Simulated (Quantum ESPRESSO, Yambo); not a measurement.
An input for Yambo 5.3.0 (SiC (Moissanite)):

```
HF_and_locXC
gw0
dyson
ppa
em1d
rim_cut
RandQpts= 1000000
RandGvec= 1 RL
EXXRLvcs= 74 Ry
VXCRLvcs= 296 Ry
Chimod= "HARTREE"
% BndsRnXp
 1 | 131 |
%
NGsBlkXp= 13 Ry
% LongDrXp
 1 | 1 | 1 |
%
% GbndRnge
 1 | 131 |
%
DysSolver= "n"
ExtendOut
PPAPntXp= 27.21138 eV
% QPkrange
 1 | 1 | 7 | 10 |
 7 | 7 | 7 | 10 |
 4 | 4 | 7 | 10 |
%
```

```sh
OMP_NUM_THREADS=1 mpirun -n 8 yambo -F gw4.in -J gw4 -C gw4 > gw4.log
```

The stored states that it reads are on a 3×3×4 mesh. The structure is hexagonal, space group P6_3mc (No. 186). The conventional cell has a = 3.076 Å, b = 3.076 Å, c = 5.048 Å, α = 90.00°, β = 90.00°, γ = 120.00°. Nearest to Si lie 4 C at 1.88 to 1.90 Å. Nearest to C lie 4 Si at 1.88 to 1.90 Å. Farther neighbours are not listed.

Q: How long will it take on 8 MPI ranks of Arm Neoverse V1, shared host, and how much memory?

It took 35 s; on shared hardware allow 18 s to 71 s. Peak host memory was 3.0 GiB.

The screening grows as filled bands × empty bands × pairs of k points, times the square of the screening basis for the matrix.

[Paths, hosts, dates, memory and timing lines, banners, echoed tables and standing remarks are left out of the program output.]

[Logs are printed without paths, hosts, clocks, repeated set-up lines and the standing remarks that a program may print on its own settings, such as how far it seeks lower states.]

[Runs of the session that timed out or met a known fault of the program may be left out.]

[Hosts, paths, dates, database ids (printed as entryN), source tags and the programs' standing remarks are cut or masked in the printed files.]
